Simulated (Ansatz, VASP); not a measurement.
Given: the input of a run of Ansatz 0.2.0 on InP. 

File input.yaml:

```yaml
crystal:
  lattice:
    - [0.0, 2.9305, 2.9305]
    - [2.9305, 0.0, 2.9305]
    - [2.9305, 2.9305, 0.0]
  atoms:
    - { symbol: In, position: [0.0, 0.0, 0.0] }
    - { symbol: P, position: [0.75, 0.75, 0.75] }
kpoints:
  mp_grid: { grid: [8, 8, 8] }
scf:
  occupations: { method: gaussian, width: 0.012 }
hamiltonian:
  xc: pbe
  pseudopotentials: { kind: all_electron, lapw: { basis_error: 0.001 } }
output:
  forces: true
  stress: true
  eigenvalues: true
```

Potentials or basis: all-electron LAPW, scalar-relativistic.

The run is started by

```sh
$ ansatz run input.yaml --threads 1 --pin off --max-ram 3072MiB --backend cpu --events-out ev --progress --plain --runs-dir out
```

Task: What does the same run look like in VASP 6.6.1? Potentials or basis there: PBE PAW files In_d, P, 520 eV.

Result: As run (cutoffs and basis follow the program's own potentials, and thresholds, step limits or extra output files can differ):

File INCAR:

```
  PREC = Accurate
  ENCUT = 520
  EDIFF = 1E-7
  ISMEAR = 0
  SIGMA = 0.012
  LREAL = False
  LASPH = True
  NELM = 80
  ALGO = Normal
  ISIF = 2
  LWAVE = False
  LCHARG = False
  GGA = PE
  NBANDS = 16
```

The input KPOINTS:

```
regular mesh
0
Gamma
  8 8 8
```

Contents of POSCAR:

```
InP
1.0
    0.0000000000      2.9305000000      2.9305000000
    2.9305000000      0.0000000000      2.9305000000
    2.9305000000      2.9305000000      0.0000000000
In P
1 1
Direct
    0.0000000000      0.0000000000      0.0000000000
    0.7500000000      0.7500000000      0.7500000000
```

Potentials or basis: VASP PAW PBE potentials, release 64 (In_d, P).

Command:

```sh
$ cat potpaw_PBE.64/In_d/POTCAR potpaw_PBE.64/P/POTCAR > POTCAR
$ mpirun -np 1 vasp_std > vasp.out
```

Both were run:

|  | Ansatz | VASP |
| --- | --- | --- |
| Pressure | 3.3 GPa | 3.3 GPa |

Where Ansatz's input types no cutoff or centring, it takes its own default and a Γ-centred mesh.

Pressure is positive in compression.
